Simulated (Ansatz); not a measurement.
Runs of Ansatz 0.2.0 on CdS (Hawleyite). Symmetry: F-43m, No. 216, cubic system. The conventional cell has a = 5.833 Å, b = 5.833 Å, c = 5.833 Å, α = 90.00°, β = 90.00°, γ = 90.00°. Cd (site symmetry -43m) is surrounded by 4 S at 2.53 Å. S (site symmetry -43m) is surrounded by 4 Cd at 2.53 Å. 

```csv
task,level,potentials or basis,spin,cell,k mesh,cutoff (eV),smearing,basis error allowed,gap on the mesh (eV),pressure (GPa)
single point,PBE,"all-electron LAPW, scalar-relativistic",off,as given,8 × 8 × 8,246,gaussian 0.024 eV,0.001 eV/atom,1.15,2.9
single point,PBE,"all-electron LAPW, scalar-relativistic",off,as given,8 × 8 × 8,246,gaussian 0.019 eV,0.001 eV/atom,1.15,2.9
phonons,LDA,"all-electron LAPW, scalar-relativistic",off,as given,6 × 6 × 6,265,fermi-dirac 0.05 eV,0.001 eV/atom,0.86,-
single point,PBE,"all-electron LAPW, scalar-relativistic",off,as given,8 × 8 × 8,246,gaussian 0.023 eV,0.001 eV/atom,1.15,2.9
band structure,LDA,"all-electron LAPW, relativistic spinors","SOC, no magnetisation",as given,6 × 6 × 6,247,fermi-dirac 0.05 eV,0.001 eV/atom,(a),-2.5
relaxation of cell and atoms,BLYP+D4,"all-electron LAPW, scalar-relativistic",off,relaxed,8 × 8 × 8,-,fermi-dirac 0.05 eV,0.001 eV/atom,(b),0.0
band structure,LDA,"all-electron LAPW, scalar-relativistic",off,as given,8 × 8 × 8,247,fermi-dirac 0.05 eV,0.001 eV/atom,0.86,-2.4
single point,PBE,"all-electron LAPW, scalar-relativistic",off,as given,5 × 5 × 5,216,fermi-dirac 0.02 eV,0.003 eV/atom,1.14,2.9
```

**Question.** Fill in the values left out.

**Answer.** (a) 0.84; (b) 1.02.

A k mesh can miss the band edges, and rows without SOC leave out spin-orbit coupling on Cd.
